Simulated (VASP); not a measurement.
From VASP inputs to Ansatz: SnTe (strained zincblende)

INCAR

```
EDIFF = 1E-7
LREAL = .FALSE.
LCHARG = .FALSE.
ISIF = 2
PREC = Accurate
NSW = 0
SIGMA = 0.02
ISMEAR = -1
ENCUT = 520
NELM = 120
NBANDS = 17
LWAVE = .FALSE.
GGA = PE
IBRION = -1
LASPH = .TRUE.
```

KPOINTS

```
KPOINTS created by Atomic Simulation Environment
0
Gamma
6 6 6
0 0 0
```

KPOINTS_OPT

```
special points
8
Reciprocal
0.0000000000 0.0000000000 0.0000000000 1
-0.5000000000 -0.5000000000 0.0000000000 1
-0.3750000000 -0.3750000000 0.2500000000 1
-0.3750000000 0.0000000000 0.3750000000 1
0.0000000000 0.0000000000 0.5000000000 1
-0.5000000000 -0.2500000000 0.2500000000 1
0.2630210000 -0.5000000000 -0.2369790000 1
0.0000000000 0.5000000000 0.5000000000 1
```

POSCAR

```
Sn Te
 1.0000000000000000
     0.0000000000000000    3.5302242490000002    3.6903268782000000
     3.5302242490000002    0.0000000000000000    3.6903268782000000
     3.5302242490000002    3.5302242490000002    0.0000000000000000
 Sn  Te
   1   1
Cartesian
  0.0000000000000000  0.0000000000000000  0.0000000000000000
  1.7651121244999999  1.7651121244999999  1.8451634391000000
```

VASP ran with the recommended PBE PAW datasets (20 valence electrons in the cell).

Q: Translate these files to an Ansatz input.

A: 

```yaml
crystal:
  lattice:
    - [0.0, 3.530224249, 3.6903268782]
    - [3.530224249, 0.0, 3.6903268782]
    - [3.530224249, 3.530224249, 0.0]
  atoms:
    - { symbol: Sn, position: [0.0, 0.0, 0.0] }
    - { symbol: Te, position: [0.25, 0.25, 0.25] }
kpoints:
  mp_grid: { grid: [6, 6, 6] }
  band_path:
    path:
      - [0.0, 0.0, 0.0]
      - [-0.5, -0.5, 0.0]
      - [-0.375, -0.375, 0.25]
      - [-0.375, 0.0, 0.375]
      - [0.0, 0.0, 0.5]
      - [-0.5, -0.25, 0.25]
      - [0.263021, -0.5, -0.236979]
      - [0.0, 0.5, 0.5]
    npoints: 1
hamiltonian:
  xc: pbe
scf:
  occupations: { method: fermi_dirac, width: 0.02 }
  n_extra_bands: 4
output:
  forces: true
  stress: true
  eigenvalues: true
```

Other inputs would serve too.

```tsv
	VASP	Ansatz
gap between bands v and c	-0.08 eV (bands overlap: a metal)	-0.07 eV (bands overlap: a metal)
least direct gap	0.73 eV	0.73 eV
pressure	0.5 GPa	0.5 GPa
```

The two codes use different PAW datasets and cutoffs. VASP's cell holds 20 valence electrons and Ansatz's 30. Ansatz's stress includes a Pulay correction; VASP's doesn't.
